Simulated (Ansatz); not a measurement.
This Ansatz 0.2.0 run on Cd needs a look.

The input input.yaml:

```yaml
crystal:
  lattice:
    - [0.0, 2.21814975, 2.21814975]
    - [2.21814975, 0.0, 2.21814975]
    - [2.21814975, 2.21814975, 0.0]
  atoms:
    - { symbol: Cd, position: [0.0, 0.0, 0.0] }
hamiltonian:
  xc: r2scan
  pseudopotentials: { kind: paw, core: large }
  DISPERSION: d4
kpoints:
  mp_grid: { grid: [10, 10, 10] }
scf:
  occupations: { method: fermi_dirac, width: 0.05 }
  n_extra_bands: 6
  max_iter: 80
output:
  forces: true
  stress: true
  eigenvalues: true
  dos: { projected: false, de: 0.05, nscf_kmesh: { grid: [15, 15, 15] } }
```

Potentials or basis: Ansatz PAW large core.

Command:

```sh
$ ansatz run input.yaml --threads 1 --pin off --max-ram 2560MiB --backend cpu --events-out ev --progress --plain --runs-dir out
```

Output:

```text
Error: YAML parse error: error: line 11 column 3: unknown field `DISPERSION`, expected one of xc, dispersion, noncollinear_xc, pseudopotentials, hubbard, deformation_potential_offset, integrals
  --> <input>:11:3
   |
 9 |   xc: r2scan
10 |   pseudopotentials: { kind: paw, core: large }
11 |   DISPERSION: d4
   |   ^ unknown field `DISPERSION`, expected one of xc, dispersion, noncollinear_xc, pseudopotentials, hubbard, deformation_potential_offset, integrals
12 | kpoints:
13 |   mp_grid: { grid: [10, 10, 10] }
   |
```

Problem. What happened, and what is wrong with the input?

Solution. The input was rejected before any iteration. The input holds a flaw that was put in on purpose: a misspelt key (hamiltonian.dispersion = DISPERSION).
